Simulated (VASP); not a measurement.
# CaSe (Fm-3m) in VASP: further runs

Runs on CaSe. Level: r2SCAN. Tasks: single point.

Program: VASP 6.6.1. These are calculated values, not measurements. Logs are shortened: lines on timing, memory, paths and dates and some standing lists are left out, and cuts for length are marked.

### 1 The structure

It takes space group Fm-3m (No. 225, cubic). The conventional cell has a = 5.912 Å, b = 5.912 Å, c = 5.912 Å, α = 90.00°, β = 90.00°, γ = 90.00°. Se (site symmetry m-3m) has 6 Ca at 2.96 Å as nearest neighbours. Around Ca (site symmetry m-3m) lie 6 Se at 2.96 Å.

### 2 Single point, r2SCAN

Input file INCAR:

```
ADDGRID = F ; ALGO = Normal
EDIFF = 0.001 ; ENCUT = 450
ISIF = 2 ; ISMEAR = 0
LASPH = T ; LCHARG = F
LMIXTAU = T ; LREAL = F
LWAVE = F ; METAGGA = R2SCAN
NBANDS = 15 ; NELM = 100
PREC = Accurate ; SIGMA = 0.05
```

Input file KPOINTS:

```
k-points
0
Gamma
  5 5 5
```

Input file POSCAR:

```
CaSe
1.0
    0.0000000000      2.9560000000      2.9560000000
    2.9560000000      0.0000000000      2.9560000000
    2.9560000000      2.9560000000      0.0000000000
Se Ca
1 1
Direct
    0.5000000000      0.5000000000      0.5000000000
    0.0000000000      0.0000000000      0.0000000000
```

Potentials or basis: VASP PAW PBE potentials, release 64 (Se, Ca_sv).

Command:

```console
cat potpaw_PBE.64/Se/POTCAR potpaw_PBE.64/Ca_sv/POTCAR > POTCAR
mpirun -np 1 vasp_std > vasp.out
```

OUTCAR:

```text
EDIFF = 0.001
   ENCUT = 450
   ISIF = 2
   ISMEAR = 0
   LASPH = T
   LREAL = F
   METAGGA = R2SCAN
   NELM = 100
   PREC = Accurate

 Found     10 irreducible k-points:

 Following reciprocal coordinates:
            Coordinates               Weight
  0.000000  0.000000  0.000000      1.000000
  0.200000  0.000000  0.000000      8.000000
  0.400000  0.000000  0.000000      8.000000
  0.200000  0.200000  0.000000      6.000000
  0.400000  0.200000  0.000000     24.000000
 -0.400000  0.200000  0.000000     24.000000
   k-points           NKPTS =     10   k-points in BZ     NKDIM =     10   number of bands    NBANDS=     15
   number of dos      NEDOS =    301   number of ions     NIONS =      2
   total plane-waves  NPLWV =  27000
   dimension x,y,z NGX =    30 NGY =   30 NGZ =   30
   dimension x,y,z NGXF=    60 NGYF=   60 NGZF=   60
   ions per type =               1   1
   NGX,Y,Z   is equivalent  to a cutoff of  11.93, 11.93, 11.93 a.u.
   NGXF,Y,Z  is equivalent  to a cutoff of  23.86, 23.86, 23.86 a.u.
 SYSTEM =  unknown system
   PREC   = accura    normal or accurate (medium, high low for compatibility)
   ISTART =      0    job   : 0-new  1-cont  2-samecut
   ICHARG =      2    charge: 1-file 2-atom 10-const
   ISPIN  =      1    spin polarized calculation?
   LNONCOLLINEAR =      F non collinear calculations
   LSORBIT =      F    spin-orbit coupling
   LASPH  =      T    aspherical Exc in radial PAW
   ENCUT  =  450.0 eV  33.07 Ry    5.75 a.u.   7.23  7.23  7.23*2*pi/ulx,y,z
   NELM   =    100;   NELMIN=  2; NELMDL= -5     # of ELM steps
   EDIFF  = 0.1E-02   stopping-criterion for ELM
   LREAL  =      F    real-space projection
   EDIFFG = 0.1E-01   stopping-criterion for IOM
   NSW    =      0    number of steps for IOM
   IBRION =     -1    ionic relax: 0-MD 1-quasi-New 2-CG
   NFREE  =      0    steps in history (QN), initial steepest desc. (CG)
   ISIF   =      2    stress and relaxation
   ISYM   =      2    0-nonsym 1-usesym 2-fastsym
   POTIM  = 0.5000    time-step for ionic-motion
   TEBEG  =    0.0;   TEEND  =   0.0 temperature during run
   PSTRESS=    0.0 pullay stress
   NELECT =      16.0000    total number of electrons
   NUPDOWN=      -1.0000    fix difference up-down
   EMIN   =  10.00;   EMAX   =-10.00  energy-range for DOS
   EFERMI =   0.00;   METHOD = LEGACY
   ISMEAR =     0;   SIGMA  =   0.05  broadening in eV -4-tet -1-fermi 0-gaus
   EFERMI_NEDOS =   21; number of points for ismear=-14 and -15
   IALGO  =     38    algorithm
   IMIX   =      4    mixing-type and parameters
     AMIX     =   0.40;   BMIX     =  1.00
     AMIX_MAG =   1.60;   BMIX_MAG =  1.00
  volume/ion in A,a.u.               =      25.83       174.30
  Fermi-wavevector in a.u.,A,eV,Ry     =   1.107645  2.093145 16.692666  1.226876
  Thomas-Fermi vector in A             =   2.244161
   LORBIT       =      0    0 simple, 1 ext, 2 COOP (PROOUT), +10 PAW based schemes
   METAGGA = R2SCAN    functional components
   LHFCALC =     F    Hartree Fock is set to
   AEXX    =    0.0000 exact exchange contribution
   IVDW    =     0    specifies the selected vdW correction
   LEPSILON=     F    determine dielectric tensor
   LRPA    =     F    only Hartree local field effects (RPA)
 non-spin polarized calculation
 Gauss-broadening in eV      SIGMA  =   0.05
  energy-cutoff  :      450.00
  volume of cell :       51.66
 maximum number of plane-waves:      1139
 NGX is ok and might be reduce to    30
   NGX = 15   NGY = 15   NGZ = 15

 number of electron      15.9999998 magnetization

 Free energy of the ion-electron system (eV)
  ---------------------------------------------------
  ext. energy  EPLUGINS =         0.00000000
  ---------------------------------------------------
  free energy    TOTEN  =       -25.97299123 eV

  energy without entropy =      -25.97299123  energy(sigma->0) =      -25.97299123

 E-fermi :   2.4637     XC(G=0):  -9.5879

 val. band max:        2.1985782935   @ k =   0.0000   0.0000   0.0000
 cond. band min:       4.8088954150   @ k =   0.4000   0.4000   0.0000
 fundamental gap:      2.6103171214
 Fermi energy:         2.4637049141

 k-point     1 :       0.0000    0.0000    0.0000
  band No.  band energies     occupation
      1     -39.0967      2.00000
      2     -19.2080      2.00000
      3     -19.2080      2.00000
      4     -19.2080      2.00000
      5     -10.0008      2.00000
      6       2.1986      2.00000
      7       2.1986      2.00000
      8       2.1986      2.00000
      9       6.3446      0.00000
     10       6.4211      0.00000
     11       6.4211      0.00000
     12       6.4211      0.00000
     13       7.0206      0.00000
     14       7.0206      0.00000
     15      12.6810      0.00000

 k-point     2 :       0.2000    0.0000    0.0000
  band No.  band energies     occupation
      1     -39.0944      2.00000
      2     -19.2494      2.00000
      3     -19.2105      2.00000
      4     -19.2105      2.00000
      5      -9.7679      2.00000
      6       0.7188      2.00000
      7       1.6929      2.00000
      8       1.6929      2.00000
      9       6.4321      0.00000
     10       6.9364      0.00000
     11       6.9364      0.00000
     12       8.0012      0.00000
     13       8.0012      0.00000
     14       8.1299      0.00000
     15      12.5716      0.00000
[... 41 lines left out ...]
      3     -19.2279      2.00000
      4     -19.2255      2.00000
      5      -9.4350      2.00000
      6      -0.3698      2.00000
      7       0.9697      2.00000
      8       1.2733      2.00000
      9       5.9612      0.00000
     10       8.0705      0.00000
     11       8.1818      0.00000
     12       8.5917      0.00000
     13       8.6133      0.00000
     14      10.5648      0.00000
     15      10.9522      0.00000

 k-point     6 :      -0.4000    0.2000    0.0000
  band No.  band energies     occupation
      1     -39.0891      2.00000
      2     -19.3050      2.00000
      3     -19.2402      2.00000
      4     -19.2203      2.00000
      5      -9.2886      2.00000
      6      -0.6876      2.00000
      7       0.5843      2.00000
      8       1.0041      2.00000
      9       7.2692      0.00000
     10       7.8478      0.00000
     11       8.1793      0.00000
     12       8.8195      0.00000
     13       9.5563      0.00000
     14       9.8131      0.00000
     15      11.6211      0.00000

 [... further k-points ...]
[... 5 lines left out ...]
  --------------------------------------------------------------------------------------
  -------------------------------------------------------------------------------------
  Total        0.2458706      0.2458706      0.2458706     -0.0000000      0.0000000     -0.0000000
  in kB        7.6255981      7.6255981      7.6255981     -0.0000000      0.0000000     -0.0000000
  external PRESSURE =       7.6255981 kB  Pullay stress =       0.0000000 kB

 VOLUME and BASIS-vectors are now :
 -----------------------------------------------------------------------------
  energy-cutoff  :      450.00
  volume of cell :       51.66
      direct lattice vectors                 reciprocal lattice vectors
     0.000000000  2.956000000  2.956000000    -0.169147497  0.169147497  0.169147497
     2.956000000  0.000000000  2.956000000     0.169147497 -0.169147497  0.169147497
     2.956000000  2.956000000  0.000000000     0.169147497  0.169147497 -0.169147497

 POSITION                                       TOTAL-FORCE (eV/Angst)
 -----------------------------------------------------------------------------------
      2.95600      2.95600      2.95600        -0.000000      0.000000     -0.000000
      0.00000      0.00000      0.00000         0.000000     -0.000000      0.000000
 -----------------------------------------------------------------------------------
    total drift:                               -0.000000      0.000000      0.000000

  FREE ENERGIE OF THE ION-ELECTRON SYSTEM (eV)
  ---------------------------------------------------
  free  energy   TOTEN  =       -25.9729912250 eV

  energy  without entropy=      -25.9729912250  energy(sigma->0) =      -25.97299123
```

Wall time 27 s (1 thread of Intel Xeon Platinum 8488C (Sapphire Rapids), shared host); peak memory 0.17 GiB.

These settings aren't checked as converged: the numbers below hold their error.

What came out:

```
Free energy            : -25.9730 eV
Pressure               : 0.8 GPa
Band gap on the k mesh : 2.61 eV, indirect (least direct gap 3.51 eV)
```

Caveat: the PAW data sets were made with another functional, which shifts forces and pressure a little; an odd mesh through Γ misses points on the zone boundary, where band edges often lie.

### 3 Single point, r2SCAN

INCAR is that of step 2.

KPOINTS is that of step 2.

Input file POSCAR:

```
CaSe
1.0
    0.0000000000      2.9560000000      2.9560000000
    2.9560000000      0.0000000000      2.9560000000
    2.9560000000      2.9560000000      0.0000000000
Se Ca
1 1
Direct
    0.5137070000      0.4880300000      0.5023060000
    0.0084580000     -0.0027510000     -0.0091450000
```

Potentials or basis: VASP PAW PBE potentials, release 64 (Se, Ca_sv).

Command:

```console
cat potpaw_PBE.64/Se/POTCAR potpaw_PBE.64/Ca_sv/POTCAR > POTCAR
mpirun -np 1 vasp_std > vasp.out
```

Run time: 1.9 min. Hardware: 1 thread of Intel Xeon Platinum 8488C (Sapphire Rapids), shared host; peak memory 0.19 GiB.

The run converged, but some of its settings lie outside the range that counts as converged, so its numbers aren't taken as properties of the crystal.

What came out:

```yaml
Free_energy: -25.9685 eV
Pressure: 0.8 GPa
Largest_force: 0.175 eV/Å
Band_gap_on_the_k_mesh: 2.62 eV, indirect (least direct gap 3.51 eV)
```

Caveat: the PAW data sets were made with another functional, which shifts forces and pressure a little; an odd mesh through Γ misses points on the zone boundary, where band edges often lie.

### 4 Single point, r2SCAN

INCAR, as its differences from that of step 3:

```diff
@@ -1,3 +1,3 @@
 ADDGRID = F ; ALGO = Normal
-EDIFF = 0.001 ; ENCUT = 450
+EDIFF = 1E-4 ; ENCUT = 450
 ISIF = 2 ; ISMEAR = 0
```

KPOINTS is that of step 3.

Input file POSCAR:

```
CaSe
1.0
    0.0000000000      2.9560000000      2.9560000000
    2.9560000000      0.0000000000      2.9560000000
    2.9560000000      2.9560000000      0.0000000000
Se Ca
1 1
Direct
    0.5000000000      0.5000000000      0.5000000000
    0.0000000000      0.0000000000      0.0000000000
```

Command:

```console
cat potpaw_PBE.64/Se/POTCAR potpaw_PBE.64/Ca_sv/POTCAR > POTCAR
mpirun -np 1 vasp_std > vasp.out
```

It took 36 s on 1 thread of Intel Xeon Platinum 8488C (Sapphire Rapids), shared host; peak memory 0.17 GiB.

The run converged, but some of its settings lie outside the range that counts as converged, so its numbers aren't taken as properties of the crystal.

What came out:

| Item | Value |
| --- | --- |
| Free energy | -25.9730 eV |
| Pressure | 0.8 GPa |
| Band gap on the k mesh | 2.61 eV, indirect (least direct gap 3.51 eV) |

Caveat: the PAW data sets were made with another functional, which shifts forces and pressure a little; an odd mesh through Γ misses points on the zone boundary, where band edges often lie.

[end of part 1 of 3]
